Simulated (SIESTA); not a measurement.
Crystal: CdSe.

```
CELL_PARAMETERS angstrom
0.00000 3.07027 3.07027
3.07027 0.00000 3.07027
3.07027 3.07027 0.00000
ATOMIC_POSITIONS crystal
Cd 0.00000 0.00000 0.00000
Se 0.25000 0.25000 0.25000
```

Measurements of this composition are mostly on another form, of space group No. 186.

Base run:

```yaml
Program: SIESTA 5.4.2
Functional: PBE
Potentials_or_basis: Ansatz (PBE files)
Basis: DZP (energy shift 0.002 Ry)
Grid_cutoff: 800 Ry
Energy_shift: 0.002 Ry
k_mesh: 8 × 8 × 8
Occupations: fermi-dirac, width 0.05 eV
Spin: no spin polarisation
```

Its results: band gap on the k mesh 1.00 eV, direct; pressure 0.9 GPa.

The run is repeated on the same cell with these changes: potentials or basis from Ansatz (PBE files) to PseudoDojo 0.4 standard (PBE files); k mesh from 8 × 8 × 8 to 6 × 6 × 6. What comes out?

Band gap on the k mesh 0.81 eV, direct; pressure 2.0 GPa.

Caveats: semicore shells carry a single zeta, which can move pressures by several GPa and volumes by a few percent; the basis of atomic orbitals isn't converged, which shifts pressures, moduli and gaps; the basis holds too few empty states to meet the f-sum rule, so the spectrum is short of weight at high energy (some runs).

Not every run made on this cell is shown here.
